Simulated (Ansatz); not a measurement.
GaSb (CsCl type), DFT, PBE, PAW with Ansatz's default frozen-core files, scalar-relativistic (Ansatz 0.2.0), on 1 thread of Intel(R) Xeon(R) Platinum 8488C (Sapphire Rapids) (shared host).

Command: `ansatz run input.yaml --threads 1 --pin off --max-ram 2048MiB --backend cpu --events-out ev --progress --plain --runs-dir out`

```yaml
crystal:
  lattice:
    - [3.1128999074, 0.0, 0.0]
    - [0.0, 3.1128999074, 0.0]
    - [0.0, 0.0, 3.1128999074]
  atoms:
    - { symbol: Ga, position: [0.0, 0.0, 0.0] }
    - { symbol: Sb, position: [0.5, 0.5, 0.5] }
kpoints:
  mp_grid: { grid: [13, 13, 13] }
scf:
  occupations: { method: fermi_dirac, width: 0.1 }
hamiltonian:
  xc: pbe
  pseudopotentials: { kind: paw }
output:
  forces: true
  stress: true
  eigenvalues: true
  populations: true
```

**Question.** How large is the problem that the program sets up?

**Answer.** 84 irreducible k-points, 619 plane waves at Γ, 18 bands.

**Question.** About how long does it take?

**Answer.** 3.6 s of wall time for 6 SCF iterations. Times on shared machines scatter by tens of per cent.
